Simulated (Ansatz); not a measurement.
# P: the cost of one run

Code: Ansatz 0.2.0. PAW datasets, plane waves. Spin-unpolarised throughout. Whether this structure exists isn't addressed.

**1. The system as given**

The cell was relaxed beforehand with r2SCAN.

The sheet's in-plane cell has a = 4.627 Å, b = 3.292 Å (γ = 90.0°), and its outermost atoms lie 2.08 Å apart along the normal. Near P stand 3 P at 2.21–2.25 Å.

The structure in full:

```
CELL_PARAMETERS angstrom
4.62749 0.00000 0.00000
0.00000 3.29186 0.00000
0.00000 0.00000 27.81958
ATOMIC_POSITIONS crystal
P 0.09124 0.00000 0.37893
P 0.40876 0.50000 0.37893
P 0.59124 0.50000 0.30404
P 0.90876 0.00000 0.30404
```
The sheet repeats along a and b alone.

**2. PBE bands along the symmetry lines**

File input.yaml:

```yaml
crystal:
  lattice:
    - [4.6274948433, 0.0, 0.0]
    - [0.0, 3.2918638654, 0.0]
    - [0.0, 0.0, 27.8195791164]
  atoms:
    - { symbol: P, position: [0.0912379111, 0.0, 0.3789328437] }
    - { symbol: P, position: [0.4087620889, 0.5, 0.3789328437] }
    - { symbol: P, position: [0.5912379111, 0.5, 0.3040393868] }
    - { symbol: P, position: [0.9087620889, 0.0, 0.3040393868] }
  periodic: [true, true, false]
kpoints:
  mp_grid: { grid: [6, 8, 1] }
  band_path:
    path: [[0, 0, 0], [0.5, 0, 0], [0.5, 0.5, 0], [0, 0.5, 0], [0, 0, 0]]
    npoints: 10
hamiltonian:
  xc: pbe
scf:
  occupations: { method: fermi_dirac, width: 0.02 }
  n_extra_bands: 5
output:
  forces: true
  stress: true
  eigenvalues: true
```

Command:

```bash
$ ansatz run input.yaml --threads 4 --pin off --max-ram 5529MiB --backend cpu --events-out ev --progress --plain --runs-dir out
```

Q: Estimate wall time and peak memory on 4 threads of Arm Neoverse V2, shared host.

About 4.1 s, with a peak of 0.66 GiB.
